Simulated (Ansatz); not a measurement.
# F: the cost of one run

Computed with Ansatz 0.2.0 (DFT PBEsol, scalar-relativistic, plane waves, PAW, unless a step's input says otherwise).

71 further runs of the same task are left out: 71 set aside as unsound or not needed.

## 1. Starting point

Symmetry: C2/m, No. 12, monoclinic system. The conventional cell has a = 6.219 Å, b = 3.564 Å, c = 7.507 Å, α = 90.00°, β = 112.50°, γ = 90.00°. Around F (site symmetry m) lie 1 F at 1.40 Å.

As a file:

```
F
1.0
     3.10048   -1.78195   -0.23914
     3.10048    1.78195   -0.23914
    -2.33133    0.00000    7.13624
F
4
Direct
  0.08485 0.08485 0.09400
  0.91515 0.91515 0.90600
  0.50157 0.50157 0.59372
  0.49843 0.49843 0.40628
```

It is the result of an earlier relaxation at this level (volume 19.22 Å³/atom; gap on the mesh: 3.09 eV).

## 2. Plan of the scan

Atoms count from 1 in the order of the input.

The energy is mapped over a free internal coordinate and the cell.

- shift of F1 along [0 0 1], its symmetry partners moved as symmetry demands (measured in the relaxed cell): 11 values from −0.15 to 0.15 Å
- volume per atom at fixed shape: 11 values from 16.53 to 21.91 Å³

Nothing else is relaxed (all other coordinates fixed). Energies count from the relaxed crystal. Points are written as (first, second).

## 3. Point (−0.15 Å, 16.53 Å³)

input.yaml reads:

```yaml
crystal:
  lattice:
    - [2.9484629692, -1.6945827202, -0.2274109001]
    - [2.9484629692, 1.6945827202, -0.2274109001]
    - [-2.2170189184, 0.0, 6.7863396219]
  atoms:
    - { symbol: F, position: [0.0848459664, 0.0848459664, 0.0740235354] }
    - { symbol: F, position: [0.9151540336, 0.9151540336, 0.9259764646] }
    - { symbol: F, position: [0.5015719855, 0.5015719855, 0.5937195244] }
    - { symbol: F, position: [0.4984280145, 0.4984280145, 0.4062804756] }
basis:
  ecutwfc: 520.0
kpoints:
  mp_grid: { grid: [4, 4, 2] }
hamiltonian:
  xc: pbesol
scf:
  occupations: { method: gaussian, width: 0.05 }
output:
  forces: true
  stress: true
  eigenvalues: true
```

Run with:

```console
ansatz run input.yaml --threads 1 --pin off --max-ram 2048MiB --backend cpu --events-out ev --progress --plain --runs-dir out
```

What time and memory should one allow on 1 thread of Intel Xeon at 2.80GHz (Skylake/Cascade Lake), shared host?

About 1 s, with a peak of 0.37 GiB.
